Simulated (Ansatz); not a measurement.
## Tl, one cell by several methods

```
Tl
1.0
     0.00000    2.49757    2.49757
     2.49757    0.00000    2.49757
     2.49757    2.49757    0.00000
Tl
1
Direct
  0.00000 0.00000 0.00000
```

The conventional cell has a = 4.995 Å, b = 4.995 Å, c = 4.995 Å, α = 90.00°, β = 90.00°, γ = 90.00°. Tl (atom 1) is surrounded by 12 Tl at 3.53 Å.

The structure comes from a relaxation in the same program, started in the fcc type, and has space group Fm-3m. Whether it is a known phase or the ground state wasn't checked.

Spin–orbit coupling is left out, though it moves levels of the heavy atoms by tenths of an eV or more.

Levels of theory: DFT, PBE, PAW with Ansatz's default frozen-core files, scalar-relativistic (Ansatz 0.2.0); DFT, PBE, all-electron LAPW, scalar-relativistic (Ansatz 0.2.0).

For PAW: a Γ-centred 14×14×14 k mesh, Fermi–Dirac smearing of 0.08 eV, cutoff 420 eV, no spin polarisation. LAPW targets a basis error of 0.25 meV/atom. The Ansatz runs share mesh, smearing and spin set-up. Plane-wave (PAW) pressures include the program's estimate of the Pulay term.

Stress and pressure are positive in compression.

Levels count from the Fermi level.

PAW results:

```csv
quantity,PAW
pressure (GPa),0.02
highest filled level at W (eV),-3.690
lowest empty level at W (eV),0.477
highest filled level at K (eV),-0.476
lowest empty level at K (eV),0.611
highest filled level at X (eV),-1.549
lowest empty level at X (eV),3.904
```

(1) What does all-electron LAPW give for the same quantities?

## Answers

(1) 
| quantity | LAPW |
| --- | --- |
| pressure (GPa) | 0.03 |
| highest filled level at W (eV) | -3.690 |
| lowest empty level at W (eV) | 0.477 |
| highest filled level at K (eV) | -0.476 |
| lowest empty level at K (eV) | 0.611 |
| highest filled level at X (eV) | -1.549 |
| lowest empty level at X (eV) | 3.904 |
